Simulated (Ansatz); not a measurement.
## Ba, hcp: how the functional moves the structure

All rows: Ansatz, plane waves with scalar-relativistic PAW, 420 eV (500 eV for the SCAN forms), relaxed under each functional, no dispersion correction, no zero-point motion. B₀ comes from uniform scaling at fixed shape; a dash is a value not given.

```tsv
functional	V (Å³/atom)	cell	B₀ (GPa)	magnetic state	ΔE to bcc (meV/atom)
r²SCAN	66.35	a = 4.527 Å, c = 7.476 Å (c/a = 1.651)	8	spin not included	32
PBEsol	57.93	a = 4.340 Å, c = 7.101 Å (c/a = 1.636)	8	spin not included	12
revPBE	67.68	a = 4.567 Å, c = 7.493 Å (c/a = 1.641)	8	spin not included	14
RPBE	69.01	a = 4.597 Å, c = 7.543 Å (c/a = 1.641)	7	spin not included	15
BLYP	66.85	a = 4.553 Å, c = 7.449 Å (c/a = 1.636)	8	spin not included	10
```

Problem. What does PBE give?

Solution. V (Å³/atom): 63.74; cell: a = 4.478 Å, c = 7.339 Å (c/a = 1.639); B₀ (GPa): 8; magnetic state: spin not included; ΔE to bcc (meV/atom): 14.
